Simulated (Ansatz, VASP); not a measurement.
## One calculation of Al3Au, two programs

The input INCAR:

```
SYSTEM = Al3Au
PREC = Accurate
ENCUT = 520
EDIFF = 1E-7
ISMEAR = -1
SIGMA = 0.05
LREAL = .False.
LASPH = .True.
NELM = 60
ALGO = Normal
ISIF = 2
LWAVE = .False.
LCHARG = .False.
METAGGA = R2SCAN
LMIXTAU = .True.
```

KPOINTS

```
Automatic mesh
0
Gamma
  9 9 9
  0 0 0
```

File POSCAR:

```
Al3Au
1.0
   -2.0387461922      2.0387461922      4.0834656836
    2.0387461922     -2.0387461922      4.0834656836
    2.0387461922      2.0387461922     -4.0834656836
Au Al
1 3
Direct
    0.0000000000      0.0000000000      0.0000000000
    0.5000000000      0.5000000000      0.0000000000
    0.2500000000      0.7500000000      0.5000000000
    0.7500000000      0.2500000000      0.5000000000
```

Contents of input.yaml:

```yaml
crystal:
  lattice:
    - [-2.0387461922, 2.0387461922, 4.0834656836]
    - [2.0387461922, -2.0387461922, 4.0834656836]
    - [2.0387461922, 2.0387461922, -4.0834656836]
  atoms:
    - { symbol: Au, position: [0.0, 0.0, 0.0] }
    - { symbol: Al, position: [0.5, 0.5, 0.0] }
    - { symbol: Al, position: [0.25, 0.75, 0.5] }
    - { symbol: Al, position: [0.75, 0.25, 0.5] }
hamiltonian:
  xc: r2scan
  pseudopotentials: { kind: paw }
kpoints:
  mp_grid: { grid: [9, 9, 9] }
scf:
  occupations: { method: fermi_dirac, width: 0.05 }
output:
  forces: true
  stress: true
  eigenvalues: true
  write_density: true
  write_potential: true
  elf: true
  volumetric_format: npy
```

Change from the starting cell: volume scaled by 1.02.

Alike in both runs: task single point; functional r2SCAN; k mesh 9 × 9 × 9; occupations fermi-dirac, width 0.05 eV; no spin polarisation.

|  | VASP | Ansatz |
| --- | --- | --- |
| version | VASP 6.6.1 | Ansatz 0.2.0 |
| potentials or method | VASP PAW PBE potentials, release 64 (Au, Al) | Ansatz PAW |
| plane-wave cutoff (eV) | 520 | 500 |
| valence electrons in the cell | 20 | 28 |

VASP gave:

- gap on the k mesh at the Fermi level (eV): none
- pressure (GPa): -4.9
- largest component of the traceless stress (GPa): 0.18

Question: Estimate Ansatz's values.

Answer: gap on the k mesh at the Fermi level (eV): none; pressure (GPa): -4.6; largest component of the traceless stress (GPa): 0.19.

A gap of «none» marks a metal or a gap that the smearing closes. The two sets of potentials don't hold the same shells in valence.

Caveats: the PAW data sets were made with another functional, which shifts forces and pressure a little (VASP); the PAW data sets come from PBE, with cores solved anew for the run's functional, which leaves a small shift of forces and pressure (Ansatz). Spin-orbit coupling is left out, which matters for the levels of Au.
